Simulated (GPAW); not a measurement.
ZnO (zincite), 4 atoms in the cell. It takes space group P6_3mc (No. 186, hexagonal). Conventional cell: a = 3.249 Å, b = 3.249 Å, c = 5.206 Å, α = 90.00°, β = 90.00°, γ = 120.00°. Zn (site symmetry 3m) is surrounded by 4 O at 1.97 to 1.98 Å. O (site symmetry 3m) is surrounded by 4 Zn at 1.97 to 1.98 Å. 

```yaml
Program: GPAW 26.7.0
Task: single point
Functional: PBE
Potentials_or_basis: GPAW PAW data sets (gpaw-data 1.2.1)
Cutoff: 800 eV
Basis: pw
k_mesh: 9 × 9 × 5
Occupations: gaussian, width 0.03 eV
Spin: no spin polarisation
Maxiter: 150
```

Potentials or basis: GPAW PAW data sets (gpaw-data 1.2.1), pw.

Command:

```bash
$ OMP_NUM_THREADS=1 python run.py
```

Hardware: 1 thread of Arm Neoverse V2, on a shared host.

Estimate the wall time of this run.

Run time: 79 s on 1 thread of Arm Neoverse V2 (shared host), peak memory 0.24 GiB. Counts: scf iterations 11, plane waves 2471, bands 31, k points 50.
